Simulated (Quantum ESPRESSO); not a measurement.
Ir:

```
CELL_PARAMETERS angstrom
2.75138 0.00000 0.00000
-1.37569 2.38276 0.00000
0.00000 0.00000 4.46229
ATOMIC_POSITIONS crystal
Ir 0.33333 0.66667 0.25000
Ir 0.66667 0.33333 0.75000
```

This isn't the form of Ir at room conditions, which is fcc.

- Program: Quantum ESPRESSO 7.5
- Task: relaxation of cell and atoms
- Functional: PBEsol
- Potentials or basis: GBRV 1.5 PBEsol
- Cutoff: 612 eV
- Density cutoff: 4898 eV
- k mesh: 11 × 11 × 6
- Occupations: fermi-dirac, width 0.05 eV
- Spin: no spin polarisation

At the start: pressure -12.4 GPa; volume 14.63 Å³/atom.

Problem. Where does the relaxation end?

Solution. Over 4 steps the energy falls by 20.0 meV/atom and the volume is 14.12 Å³/atom (-3.5 %); space group P6_3/mmc (No. 194, to 0.05 Å).

The path:
| step | energy change (eV) | largest force (eV/Å) | pressure (GPa) | volume (Å³) |
| --- | --- | --- | --- | --- |
| 1 | 0.0000 | 0.0000 | -12.38 | 29.25 |
| 2 | -0.0360 | 0.0000 | -4.16 | 28.55 |
| 3 | -0.0399 | 0.0000 | 0.25 | 28.22 |
| 4 | -0.0399 | 0.0000 | 0.00 | 28.24 |

Final structure:
```cif
data_structure
_symmetry_space_group_name_H-M 'P 1'
_symmetry_Int_Tables_number 1
_cell_length_a 2.7197
_cell_length_b 2.7197
_cell_length_c 4.4082
_cell_angle_alpha 90.000
_cell_angle_beta 90.000
_cell_angle_gamma 120.000
_cell_volume 28.24
loop_
_atom_site_label
_atom_site_type_symbol
_atom_site_fract_x
_atom_site_fract_y
_atom_site_fract_z
_atom_site_occupancy
Ir1 Ir 0.33333 0.66667 0.25000 1
Ir2 Ir 0.66667 0.33333 0.75000 1
```
